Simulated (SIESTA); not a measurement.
SiC (Moissanite):

```xyz
4
Lattice="3.0760 0.0000 0.0000 -1.5380 2.6639 0.0000 0.0000 0.0000 5.0480" Properties=species:S:1:pos:R:3 pbc="T T T"
Si    1.5380    0.8880    2.5240
Si    0.0000    1.7759    0.0000
C     1.5380    0.8880    4.4675
C     0.0000    1.7759    1.9435
```

Base run:

- Program: SIESTA 5.4.2
- Functional: PBE
- Potentials or basis: PseudoDojo 0.4 standard (PBE files)
- Basis: SZ (energy shift 0.002 Ry)
- Grid cutoff: 500 Ry
- Energy shift: 0.002 Ry
- k mesh: 10 × 10 × 5
- Occupations: fermi-dirac, width 0.05 eV
- Spin: no spin polarisation

Its results: band gap on the k mesh 4.92 eV, indirect (least direct gap 5.86 eV); pressure 27.2 GPa; largest force 1.312 eV/Å.

Question: The run is repeated on the same cell with these changes: basis from SZ (energy shift 0.002 Ry) to DZP (energy shift 0.002 Ry). What comes out?

Answer: Band gap on the k mesh 2.45 eV, indirect (least direct gap 4.08 eV); pressure 7.0 GPa; largest force 0.844 eV/Å.

Caveats: the basis of atomic orbitals isn't converged, which shifts pressures, moduli and gaps; the basis has no polarisation orbitals (some runs); so large a pressure means that the cell lies far from this level's equilibrium, or that cutoff or potentials fall short (some runs); forces of over 1 eV/Å show positions far from the minimum, so gaps and moduli don't describe the material at rest (some runs); the mesh misses the band edges, which the band path finds closer together (some runs).

Not every run made on this cell is shown here.
